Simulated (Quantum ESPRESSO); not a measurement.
The system is SnTe.

```
CELL_PARAMETERS angstrom
0.00000 3.15085 3.15085
3.15085 0.00000 3.15085
3.15085 3.15085 0.00000
ATOMIC_POSITIONS crystal
Te 0.50000 0.50000 0.50000
Sn 0.00000 0.00000 0.00000
```

* Program: Quantum ESPRESSO 7.5
* Task: Wannier functions
* Functional: LDA
* Potentials or basis: PseudoDojo 0.4.1 SR LDA standard
* Cutoff: 1088 eV
* Density cutoff: 4354 eV
* k mesh: 5 × 5 × 5
* Occupations: fermi-dirac, width 0.05 eV
* Spin: no spin polarisation
* Form of the LDA correlation: PW92
* Mixing beta: 0.5
* Most SCF iterations: 120
* SCF threshold: 4e-10 Ry
* k mesh for the Wannier functions: 4 × 4 × 4
* Projections: Te sp, Sn sp

Start: atomic projections with disentanglement, frozen window up to 3.4 eV over the reference level; the lowest 10 bands are left out. The reference level is the Fermi level, or the middle of the gap.

Q: With atomic projections with disentanglement, how many functions result, how localised are they, and how well do they interpolate the bands?

A: 8 functions with spreads from 1.31 to 4.44 Å², 23.3 Å² in all; they miss the direct bands by 60 meV (root mean square).

Wannier functions:
| function | nearest atom | distance (Å) | spread (Å²) | on-site energy from the reference level (eV) |
| --- | --- | --- | --- | --- |
| 1 | 1 Te | 0.00 | 1.31 | -10.93 |
| 2 | 1 Te | 0.01 | 2.63 | -1.43 |
| 3 | 1 Te | 0.00 | 2.61 | -1.43 |
| 4 | 1 Te | 0.01 | 2.45 | -1.32 |
| 5 | 2 Sn | 0.03 | 1.67 | -6.66 |
| 6 | 2 Sn | 0.05 | 4.41 | 0.66 |
| 7 | 2 Sn | 0.04 | 4.44 | 0.67 |
| 8 | 2 Sn | 0.04 | 3.80 | 0.60 |

Parts of the spread (Å²): invariant 14.76, diagonal 0.106, off-diagonal 8.43, total 23.30. Against the direct bands the interpolation misses by 60 meV (root mean square) and 223 meV at most, for states up to 1 eV over the reference level.

Caveat: this odd mesh misses L, where the gap lies, so gap, dielectric constants and Born charges aren't listed; spin-orbit coupling is left out, which moves the levels of the heavy elements; the Wannier minimisation didn't converge.
